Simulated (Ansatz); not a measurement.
## Structures of Hf$_{3}$C: which is lowest?

Plane-wave DFT in Ansatz with scalar-relativistic PAW potentials, cutoff 420 eV, Γ-centred meshes chosen by cell and gap, Gaussian smearing with energies taken to zero width. Every cell was relaxed (cell and atoms) in a run of its own, within the symmetry of its start. Functional: PBE.

Relaxed structures (starts from databases or built by putting these elements on another compound's sites):
A. Pm-3n, 8 atoms in the computed cell, a = 5.208 Å; sites (symmetry × multiplicity) Hf -4m.2 × 6, C m-3. × 2; start: built
B. Pm-3m, 4 atoms in the computed cell, a = 4.088 Å; sites (symmetry × multiplicity) Hf 4/mm.m × 3, C m-3m × 1; start: built
C. P6_3/mmc, 8 atoms in the computed cell, a = 5.822 Å, c = 4.669 Å; sites (symmetry × multiplicity) Hf mm2 × 6, C -6m2 × 2; start: built

Question: Rank them by energy. Could pressure change the order?

Answer:
```csv
structure,group,E − E(lowest) (meV/atom),V (Å³/atom),gap on mesh (eV)
B,Pm-3m,0.0,17.08,0.00
C,P6_3/mmc,38,17.13,0.00
A,Pm-3n,45,17.66,0.00
```

B is lowest, 38 meV/atom under C. The lowest is also the densest of these, so pressure wouldn't bring one of the others in at first order. Other structures may lie lower than all of these, and vibrations aren't counted.

Spin-orbit coupling is left out, which matters for the bands of heavy elements.